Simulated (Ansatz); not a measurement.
## Si: from a trial structure to a relaxed crystal

The calculation used Ansatz 0.2.0, DFT r2SCAN, scalar-relativistic, plane waves, PAW. Cutoff 500 eV, Γ-centred k mesh, Gaussian smearing, no spin polarisation in the final step.

Si was placed on the alpha-boron structure type (R-3m, No. 166), at a guessed volume.

```yaml
crystal:
  lattice:
    - [3.51948, 2.03197, 6.00213]
    - [-3.51948, 2.03197, 6.00213]
    - [0.00000, -4.06395, 6.00213]
  atoms:
    - { symbol: Si, position: [0.01019, 0.65361, 0.01019] }
    - { symbol: Si, position: [0.01019, 0.01019, 0.65361] }
    - { symbol: Si, position: [0.65361, 0.01019, 0.01019] }
    - { symbol: Si, position: [0.98981, 0.34639, 0.98981] }
    - { symbol: Si, position: [0.34639, 0.98981, 0.98981] }
    - { symbol: Si, position: [0.98981, 0.98981, 0.34639] }
    - { symbol: Si, position: [0.22118, 0.63060, 0.22118] }
    - { symbol: Si, position: [0.22118, 0.22118, 0.63060] }
    - { symbol: Si, position: [0.63060, 0.22118, 0.22118] }
    - { symbol: Si, position: [0.77882, 0.36940, 0.77882] }
    - { symbol: Si, position: [0.36940, 0.77882, 0.77882] }
    - { symbol: Si, position: [0.77882, 0.77882, 0.36940] }
```

Cell and atoms relax at zero pressure; the relaxation can't lower the symmetry of the start.

Energies count from the standard state of Si at the same level.

(1) What does it relax into?

(2) What are its volume, energy, density and gap?

Results:

(1) It keeps R-3m (No. 166), but not the shape of the type it started on. Conventional cell: a = 7.168 Å, c = 14.883 Å. Si on Wyckoff site h (6 atoms of the primitive cell) is coordinated by 6 Si at 2.34–2.60 Å; around Si on Wyckoff site h (6 atoms of the primitive cell) lie 5 Si at 2.42–2.51 Å and 2 Si at 3.01 Å.

```xyz
12
Lattice="3.5842 2.0694 4.9609 -3.5842 2.0694 4.9609 0.0000 -4.1387 4.9609" Properties=species:S:1:pos:R:3 pbc="T T T"
Si   -2.2824    1.3178    3.5024
Si    0.0000   -2.6355    3.5024
Si    2.2824    1.3178    3.5024
Si    2.2824   -1.3178   11.3802
Si   -2.2824   -1.3178   11.3802
Si    0.0000    2.6355   11.3802
Si   -1.2232    0.7062    5.5930
Si    0.0000   -1.4125    5.5930
Si    1.2232    0.7062    5.5930
Si    1.2232   -0.7062    9.2896
Si   -1.2232   -0.7062    9.2896
Si    0.0000    1.4125    9.2896
```

(2) The volume per atom is 18.40 Å³. The density is 2.53 g/cm³ and the energy over the standard structure is 0.61 eV/atom. The gap on the 9×9×9 mesh is 0 eV (a metal).

The final run used a 9×9×9 mesh on its 12-atom cell and 0.10 eV smearing. The k mesh leaves about 4 meV/atom of noise in metals. A structure relaxed within its symmetry needn't be a true minimum. The steps took about 14 core-minutes in all.